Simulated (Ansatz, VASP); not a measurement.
## Al in VASP and in Ansatz

The input INCAR:

```
ALGO = Normal ; EDIFF = 1E-7
ENCUT = 520 ; GGA = PS
ISIF = 2 ; ISMEAR = -1
LASPH = True ; LCHARG = False
LREAL = False ; LWAVE = False
NBANDS = 10 ; NELM = 80
PREC = Accurate ; SIGMA = 0.05
```

File KPOINTS:

```
k-points
0
Gamma
  17 17 9
```

File POSCAR:

```
Al
1.0
    2.4010505057      0.0000000000      0.0000000000
   -1.2005252529      2.0793707337      0.0000000000
    0.0000000000      0.0000000000      3.9199226688
Al
2
Direct
    0.3333333333      0.6666666667      0.2500000000
    0.6666666667      0.3333333333      0.7500000000
```

Input for Ansatz:

```yaml
crystal:
  lattice:
    - [2.4010505057, 0.0, 0.0]
    - [-1.2005252529, 2.0793707337, 0.0]
    - [0.0, 0.0, 3.9199226688]
  atoms:
    - { symbol: Al, position: [0.3333333333, 0.6666666667, 0.25] }
    - { symbol: Al, position: [0.6666666667, 0.3333333333, 0.75] }
kpoints:
  mp_grid: { grid: [17, 17, 9] }
scf:
  occupations: { method: fermi_dirac, width: 0.05 }
hamiltonian:
  xc: pbesol
  pseudopotentials: { kind: all_electron, lapw: { basis_error: 0.001 } }
output:
  forces: true
  stress: true
  eigenvalues: true
  populations: true
```

Change from the starting cell: volume scaled by 0.6, LAPW.

Alike in both runs: task single point; functional PBEsol; k mesh 17 × 17 × 9; occupations fermi-dirac, width 0.05 eV; no spin polarisation.

|  | VASP | Ansatz |
| --- | --- | --- |
| version | VASP 6.6.1 | Ansatz 0.2.0 |
| potentials or method | VASP PAW PBE potentials, release 64 (Al) | all-electron LAPW, scalar-relativistic |
| plane-wave cutoff (eV) | 520 | see its input |

Ansatz gave:

```
pressure (GPa)                                  : 116.8
largest component of the traceless stress (GPa) : 0.08
```

Problem. Which values does VASP return?

Solution. Pressure (GPa): 118.5; largest component of the traceless stress (GPa): 0.02.

Ansatz ran all-electron here, so the differences hold the error of VASP's frozen core and of both bases.

Caveats: the cell as given lies far from equilibrium; so large a pressure means that the cell lies far from this level's equilibrium, or that cutoff or potentials fall short (VASP); the potentials were made for another functional, which shifts forces and pressure (VASP).
